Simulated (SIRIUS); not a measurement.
# PtS2 under changes of volume

One of the cells (18.261 Å³/atom); the others are scaled copies at fixed shape and fractional positions:

```
Pt S
1.0
     3.54320    0.00000    0.00000
    -1.77160    3.06850    0.00000
     0.00000    0.00000    5.03880
Pt S
1 2
Cartesian
  0.0000 0.0000 0.0000
  1.7716 1.0228 3.8950
  0.0000 2.0457 1.1438
```

```yaml
Program: SIRIUS 7.12.0
Functional: PBEsol
Potentials_or_basis: PseudoDojo 0.4.1 PBEsol standard (scalar relativistic)
Cutoff: 1152 eV
Density_cutoff: 4606 eV
k_mesh: 9 × 9 × 5
Occupations: fermi-dirac, width 0.05 eV
Spin: no spin polarisation
```

```csv
volume (Å³/atom),energy over the lowest point (meV/atom),pressure (GPa),gap on the mesh (eV),largest force (eV/Å)
17.165,?,?,?,?
17.531,59.02,13.7,0.99,1.610
17.896,32.28,9.8,0.97,1.260
18.261,14.12,6.2,0.95,0.938
18.626,3.63,3.0,0.93,0.642
18.992,0.00,0.2,0.91,0.368
19.357,2.52,-2.4,0.89,0.116
```

Question: What does the run at 17.165 Å³/atom give?

Answer: Energy over the lowest point 95.33 meV/atom; pressure 18.2 GPa; gap on the mesh 1.00 eV; largest force 1.989 eV/Å.

Worked out: A Birch-Murnaghan fit of order 3 (a polynomial in V^(-2/3)) to the other rows has its minimum at 19.02 Å³/atom with B0 = V·E''(V) = 139 GPa and B' = 4.8 at fixed shape and positions, which overstates the stiffness. It gives 95.48 meV/atom at 17.165 Å³/atom, against the run's 95.33, and -dE/dV = 18.2 GPa, against 18.2. A straight line through the other rows of the gap, of slope -1.01 eV per unit of ln V, extrapolates to 1.01 eV, against the run's 1.00.

Energies are extrapolated to zero smearing.

Caveats: spin-orbit coupling is left out, which moves the levels of the heavy elements; an odd mesh through Γ misses points on the zone boundary, where band edges often lie; forces of over 1 eV/Å show positions far from the minimum, so gaps and moduli don't describe the material at rest (some runs).
